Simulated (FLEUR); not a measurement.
# Magnetic state of MnS (Rambergite) from several starts, part 4 of 4

Wanted: the moments of MnS (Rambergite) and the energy of each order that was tried.

FLEUR MaX-R8.1; PBE with U = 4 eV on Mn d; all-electron FLAPW, Dirac cores, scalar-relativistic bands.

So far, largest spin moment in the muffin-tin sphere (μB): step 2 (start 1: ferro ++) 4.73; step 3 (order 2, typed as antiferro +-) 4.66; step 4 (run 3 (antiferro q=(0,1/2,0) +--+)) 4.62; step 5 (order 4, typed as antiferro q=(0,1/2,0) +-+-) 4.64; step 6 (start 5: antiferro q=(0,0,1/2) +-+-) 4.69.

The database entry behind the starting cell differs from later determinations by our own check (about 0.3 % short against later determinations), so it need not match the best structure at ambient conditions.

## 7. Run 6 (no spin polarisation)

A spinless run shows what the cell costs with no moments; under a U that can hold a penalty on part-filled orbitals beside the lost exchange.

The k list default-1 (kpts.xml, not shown) is a Γ-centred 8×8×4 mesh.

Contents of inp.xml:

```
<?xml version="1.0" encoding="UTF-8" standalone="no"?>
<fleurInput fleurInputVersion="0.39">
   <comment>
      MnS
   </comment>
   <calculationSetup>
      <cutoffs Kmax="4.29" Gmax="12.9" GmaxXC="12.9" numbands="0"/>
      <scfLoop itmax="120" minDistance="0.0001" maxIterBroyd="15" imix="Anderson" alpha="0.05" precondParam="0.0" spinf="2.0" sdNocoIR="T"/>
      <coreElectrons ctail="T" frcor="F" kcrel="0" coretail_lmax="0"/>
      <xcFunctional name="pbe" relativisticCorrections="F"/>
      <magnetism jspins="1"/>
      <soc l_soc="F" theta="0.0" phi="0.0" spav="F"/>
      <expertModes spex="0" secvar="F"/>
      <geometryOptimization l_f="F" forcealpha="1.0" forcemix="BFGS" epsdisp="0.00001" epsforce="0.00001"/>
      <ldaU l_linMix="F" mixParam="0.05" spinf="1.0"/>
   </calculationSetup>
   <cell>
      <bzIntegration valenceElectrons="42.0" mode="hist" fermiSmearingEnergy="0.00183747">
         <kPointListSelection listName="default-1"/>
         <xi:include xmlns:xi="http://www.w3.org/2001/XInclude" href="kpts.xml"> </xi:include>
      </bzIntegration>
      <xi:include xmlns:xi="http://www.w3.org/2001/XInclude" href="sym.xml"> </xi:include>
      <bulkLattice scale="1.0">
         <bravaisMatrix>
            <row-1>    7.5135510713529081     0.0000000000188973     0.0000000000000000</row-1>
            <row-2>   -3.7567755356859025     6.5069261004216132     0.0000000000000000</row-2>
            <row-3>    0.0000000000000000     0.0000000000000000    12.1547184334272007</row-3>
         </bravaisMatrix>
      </bulkLattice>
   </cell>
   <atomSpecies>
      <species name="Manganese (Mn)" element="Mn" atomicNumber="25">
         <mtSphere radius="2.69" gridPoints="889" logIncrement="0.014"/>
         <atomicCutoffs lmax="10" lnonsphr="8"/>
         <electronConfig flipSpins="F">
            <coreConfig>(1s1/2) (2s1/2) (2p1/2) (2p3/2)</coreConfig>
            <valenceConfig>(3s1/2) (3p1/2) (3p3/2) (4s1/2) (3d3/2) (3d5/2)</valenceConfig>
            <stateOccupation state="(3d3/2)" spinUp="1.000000" spinDown="1.000000"/>
            <stateOccupation state="(3d5/2)" spinUp="1.500000" spinDown="1.500000"/>
         </electronConfig>
         <energyParameters s="4" p="4" d="3" f="4"/>
         <ldaU l="2" U="4.0" J="0.0" l_amf="F"/>
         <lo type="SCLO" l="0" n="3" eDeriv="0"/>
         <lo type="SCLO" l="1" n="3" eDeriv="0"/>
      </species>
      <species name="Sulfur (S)" element="S" atomicNumber="16">
         <mtSphere radius="1.75" gridPoints="579" logIncrement="0.02"/>
         <atomicCutoffs lmax="6" lnonsphr="4"/>
         <electronConfig flipSpins="F">
            <coreConfig>(1s1/2) (2s1/2) (2p1/2) (2p3/2)</coreConfig>
            <valenceConfig>(3s1/2) (3p1/2) (3p3/2)</valenceConfig>
            <stateOccupation state="(3p1/2)" spinUp="0.666667" spinDown="0.666667"/>
            <stateOccupation state="(3p3/2)" spinUp="1.333333" spinDown="1.333333"/>
         </electronConfig>
         <energyParameters s="3" p="3" d="3" f="4"/>
      </species>
   </atomSpecies>
   <atomGroups>
      <atomGroup species="Manganese (Mn)">
         <relPos label="                   1">1.000/3.000 -1.000/3.000 .0000000000</relPos>
         <relPos label="                   2">-1.000/3.000 1.000/3.000 1.000/2.000</relPos>
         <force calculate="T" relaxXYZ="TTT"/>
      </atomGroup>
      <atomGroup species="Sulfur (S)">
         <relPos label="                   3">1.000/3.000 -1.000/3.000 .3850000000</relPos>
         <relPos label="                   4">-1.000/3.000 1.000/3.000 -.1150000000</relPos>
         <force calculate="T" relaxXYZ="TTT"/>
      </atomGroup>
   </atomGroups>
   <output dos="F" band="F" slice="F">
      <bandDOS minEnergy="-.5*Htr" maxEnergy="0.5*Htr" sigma="0.015" storeEVData="T"/>
      <plotting iplot="0" polar="F">
         <plot TwoD="T" vec1="  1.0  0.0  0.0" vec2="  0.0  1.0  0.0" vec3="  0.0  0.0  1.0" zero="  0.0  0.0  0.0" file="plot"/>
      </plotting>
      <moessbauerParams electricFieldGradient="F" isomerShift="F" coreHyperfine="F" valenceHyperfine="F"/>
   </output>
</fleurInput>
```

Contents of crystal.txt:

```
MnS
&input film=F cartesian=F /
3.97599999997  0.00000000001  0.00000000000
-1.98799999999  3.44331700542  0.00000000000
0.00000000000  0.00000000000  6.43200000000
1.8897261246
1.0 1.0 1.0

4
25 0.33333333333  0.66666666667  0.00000000000
25 0.66666666667  0.33333333333  0.50000000000
16 0.33333333333  0.66666666667  0.38500000000
16 0.66666666667  0.33333333333  0.88500000000

&kpt div1=8 div2=8 div3=4 gamma=T /
```

Command:

```bash
$ OMP_NUM_THREADS=1 inpgen -f crystal.txt > inpgen.log  # inp.xml is then edited as shown
$ OMP_NUM_THREADS=1 mpirun -n 4 fleur_MPI > fleur.log
```

The log of the run:

```text
[banner, memory and clock lines left out]
Welcome to FLEUR        (www.flapw.de)
      MaX-Release 8.1          (www.max-centre.eu)

 ========== k-point set info ==========
 Selected k-point list: default-1
 k-point list type: mesh
 0 x 0 x 0
 Number of k points: 32

 [... set-up left out ...]
 no density matrix found ... skipping LDA+U
 Reset of history
 Iteration:     1   Distance:      16.63424576 me/bohr^3
 Iteration:     2   Distance:      25.74357351 me/bohr^3
 Iteration:     3   Distance:      24.56141663 me/bohr^3
 Iteration:     4   Distance:      16.07168593 me/bohr^3
[...]
<sumOfEigenvalues value="    -1799.8652547301">
               <coreElectrons value="-1770.0484739826"/>
               <valenceElectrons value="-29.8167807475"/>
            </sumOfEigenvalues>
         [... left out ...]
            <freeEnergy value="-3115.3920699330"/>
            <extrapolationTo0K value="-3115.3916867148"/>
         </totalEnergy>
         [... left out ...]
         <ldaUDensityMatrixConvergence>
            <distance spin="1" distance="0.000004"/>
         </ldaUDensityMatrixConvergence>
         <densityConvergence units="me/bohr^3">
            <chargeDensity spin="1" distance="0.0000242456"/>
         </densityConvergence>
      </iteration>
```

It took 1.8 min on 4 MPI ranks of Intel Xeon 6975P-C (Granite Rapids), shared host; peak memory 0.36 GiB.

Read from the output:

```
free energy                                                       : -84774.1369 eV
program's band gap on this mesh (in a metal only a level spacing) : 0 eV
final state                                                       : non-magnetic (no spin polarisation)
```

It lies 4298 meV a seeded atom over the first start.

## 8. Ranking

Free energies are divided by the number of seeded atoms, so that cells of unlike size compare. Wavevectors q in the names are fractions of the primitive cell's reciprocal vectors.

Orders:

```
                     start        final state  typed order kept  energy over the lowest (meV a seeded atom)  largest sphere moment (μB)  net moment (μB a primitive cell)  mesh matched  CPU time (s)
                  ferro ++      ferromagnetic               yes                                       84.83                       4.728                                10           yes         366.7
              antiferro +-  antiferromagnetic               yes                                       32.34                       4.657                                 0           yes         504.2
antiferro q=(0,1/2,0) +--+  antiferromagnetic               yes                                           0                       4.618                                 0           yes          4656
antiferro q=(0,1/2,0) +-+-  antiferromagnetic               yes                                       17.29                       4.641                                 0           yes          4170
antiferro q=(0,0,1/2) +-+-  antiferromagnetic               yes                                       55.27                       4.688                                 0           yes          2161
      no spin polarisation       non-magnetic                 -                                        4383                           0                                 0           yes         429.5
```

## 9. Summary of results

| Property | Result |
| --- | --- |
| lowest state found | antiferromagnetic (typed antiferro q=(0,1/2,0) +--+) |
| largest site spin moment | 4.62 μB |
| next finished state | antiferromagnetic, 17.3 meV a seeded atom higher |
| spinless run over the lowest (under a U no clean measure of the moments) | 4383 meV a seeded atom |

What this shows: The lowest state found is antiferromagnetic, reached from the start antiferro q=(0,1/2,0) +--+, with moments up to 4.62 μB. The next finished state costs 17 meV a seeded atom. Under a U a spinless run can be left with part-filled orbitals, which the U penalises, or fall into a low-spin state, so its energy is no clean measure of what the moments gain. Only 6 starts were tried; other patterns of signs, canted and longer-period orders were not.

[Logs and program files are shortened in this print: banners, set-up blocks, solver, clock and traceback lines can be left out without a mark of their own.]

[Logs are printed without paths, hosts, clocks, repeated set-up lines and the standing remarks that a program may print on its own settings, such as how far it seeks lower states.]

[Hosts, paths, dates, database ids (printed as entryN), source tags and the programs' standing remarks are cut or masked in the printed files.]

[Where a cell is said to come from a database of computed structures, the database is the Materials Project.]
